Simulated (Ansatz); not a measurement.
A run of Ansatz 0.2.0:

input.yaml

```yaml
crystal:
  lattice:
    - [0.0, 2.4734634191, 2.4734634191]
    - [2.4734634191, 0.0, 2.4734634191]
    - [2.4734634191, 2.4734634191, 0.0]
  atoms:
    - { symbol: Mn, position: [0.0, 0.0, 0.0], spin: 4.0 }
    - { symbol: S, position: [0.75, 0.75, 0.75] }
kpoints:
  mp_grid: { grid: [9, 9, 9] }
scf:
  occupations: { method: fermi_dirac, width: 0.05 }
hamiltonian:
  xc: pbe
  pseudopotentials: { kind: all_electron, lapw: { basis_error: 0.001 } }
magnetization:
  spin_polarized: true
output:
  forces: true
  stress: true
  eigenvalues: true
  populations: true
```

Potentials or basis: all-electron LAPW, scalar-relativistic.

Launch:

```bash
$ ansatz run input.yaml --threads 2 --pin off --max-ram 6144MiB --backend cpu --events-out ev --progress --plain --runs-dir out
```

Hardware: 2 threads of Intel(R) Xeon(R) Platinum 8488C (Sapphire Rapids), with other jobs on the host.

Q: Estimate the wall time of this run.

A: Run time: 13 s on 2 threads of Intel(R) Xeon(R) Platinum 8488C (Sapphire Rapids), on a shared host, peak memory 0.44 GiB. Counts: scf iterations 13, plane waves 411, k points 35, bands 21.
